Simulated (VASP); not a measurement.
The system is ZrH3.

```
Zr H
1.0
     3.23579    0.00000    0.00000
     0.00000    3.23579    0.00000
     0.00000    0.00000    3.23579
Zr H
1 3
Cartesian
  0.0000 0.0000 0.0000
  0.0000 1.6179 1.6179
  1.6179 0.0000 1.6179
  1.6179 1.6179 0.0000
```

The cell comes from a database or a generator and needn't be the stable form of this composition.

The cell isn't the ideal one: Hf replaced by Zr, lengths x 1.000, strained and moved within the space group.

Base run:

* Program: VASP 6.6.1
* Functional: PBEsol
* Potentials or basis: VASP PAW PBE potentials, release 64 (Zr_sv, H)
* Cutoff: 520 eV
* k mesh: 6 × 6 × 6
* Occupations: gaussian, width 0.1 eV
* Spin: no spin polarisation

Its results: band gap on the k mesh none (metal or under the smearing width); pressure -14.4 GPa.

**Question.** The run is repeated on the same cell with these changes: k mesh from 6 × 6 × 6 to 14 × 14 × 14. What comes out?

**Answer.** Band gap on the k mesh none (metal or under the smearing width); pressure -15.0 GPa.

Caveats: the PAW data sets were made with another functional, which shifts forces and pressure a little.
